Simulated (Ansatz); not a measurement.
All numbers below come from DFT PBE, scalar-relativistic, plane waves, PAW in Ansatz. Settings: cutoff 420 eV, Γ-centred meshes spaced at most about 0.3 Å⁻¹, and about 0.25 Å⁻¹ or finer for metals (2π included), Gaussian smearing. No spin polarisation in the final relaxations.

These are static total energies at zero pressure. All come from trial cells, and lower structures may exist.

Question: Order these relaxed structures of Li5Cl3 by energy, lowest first, with the energy over the lowest of them.
A.

```xyz
8
Lattice="8.0899 0.0000 0.0000 -4.0450 7.0061 0.0000 0.0000 0.0000 4.5360" Properties=species:S:1:pos:R:3 pbc="T T T"
Li    4.0450    0.0000    0.0000
Li   -2.0225    3.5030    0.0000
Li    2.0225    3.5030    0.0000
Li    0.0000    0.0000    1.1395
Li    0.0000    0.0000    3.3965
Cl    4.0450    0.0000    2.2680
Cl   -2.0225    3.5030    2.2680
Cl    2.0225    3.5030    2.2680
```

B.

```xyz
8
Lattice="-3.3644 3.3644 3.3644 3.3644 -3.3644 3.3644 3.3644 3.3644 -3.3644" Properties=species:S:1:pos:R:3 pbc="T T T"
Li    1.6822    1.6822    1.6822
Li    1.6822    1.6822   -1.6822
Li    1.6822   -1.6822    1.6822
Li   -1.6822    1.6822    1.6822
Li    0.0000    0.0000    0.0000
Cl    3.3644    0.0000    0.0000
Cl    0.0000    3.3644    0.0000
Cl    0.0000    0.0000    3.3644
```

Answer: B (0 meV/atom), A (127 meV/atom). Forms: B Im-3m; A P6/mmm. Counting Cl atoms around Li (those within 1.25 times the shortest such distance or 1.15 times the sum of covalent radii, 1.27 where that leaves under three; the shortest distance is added where it exceeds 1.18 times the sum of covalent radii; a slash parts the counts of unlike sites): B has Li 6 from 2.9 Å/6 from 3.4 Å; A has Li 2/6 from 4.2 Å.

Weakly bound directions are ill-defined at this level, which has no dispersion term (P6/mmm), and this can change margins and order among such cells. Cells relaxed within their symmetry can be saddle points. Some structure types and database cells were kept out of the candidates from the start, so a known form may be missing.
